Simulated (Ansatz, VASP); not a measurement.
Hg in VASP and in Ansatz

The input INCAR:

```
  ALGO = Normal
  EDIFF = 1E-7
  ENCUT = 520
  GGA = PE
  ISIF = 2
  ISMEAR = -1
  LASPH = T
  LCHARG = F
  LREAL = F
  LWAVE = F
  NBANDS = 12
  NELM = 100
  PREC = Accurate
  SIGMA = 0.05
```

KPOINTS

```
k-points
0
Gamma
  9 9 9
```

Contents of POSCAR:

```
Hg
1.0
    2.1383872367     -2.6902822340      0.0000000000
    2.1383872367      2.6902822340      0.0000000000
   -2.1291366962      0.0000000000      2.9113531983
Hg
1
Direct
    0.0000000000      0.0000000000      0.0000000000
```

The input input.yaml:

```yaml
crystal:
  lattice:
    - [2.1383872367, -2.690282234, 0.0]
    - [2.1383872367, 2.690282234, 0.0]
    - [-2.1291366962, 0.0, 2.9113531983]
  atoms:
    - { symbol: Hg, position: [0.0, 0.0, 0.0] }
hamiltonian:
  xc: pbe
  pseudopotentials: { kind: paw }
kpoints:
  mp_grid: { grid: [9, 9, 9] }
scf:
  occupations: { method: fermi_dirac, width: 0.05 }
output:
  forces: true
  stress: true
  eigenvalues: true
```

Change from the starting cell: volume scaled by 1.02.

Alike in both runs: task single point; functional PBE; k mesh 9 × 9 × 9; occupations fermi-dirac, width 0.05 eV; no spin polarisation.

```csv
,VASP,Ansatz
version,VASP 6.6.1,Ansatz 0.2.0
potentials or method,"VASP PAW PBE potentials, release 64 (Hg)",Ansatz PAW
plane-wave cutoff (eV),520,420
valence electrons in the cell,12,20
```

Ansatz gave:

```
gap on the k mesh at the Fermi level (eV)       : none
pressure (GPa)                                  : -0.5
largest component of the traceless stress (GPa) : 0.29
```

Q: Estimate VASP's values.

A: gap on the k mesh at the Fermi level (eV): none; pressure (GPa): -0.5; largest component of the traceless stress (GPa): 0.30.

A gap of «none» marks a metal or a gap that the smearing closes. The two sets of potentials don't hold the same shells in valence.

The runs have no spin-orbit coupling, so splittings on Hg are missing.
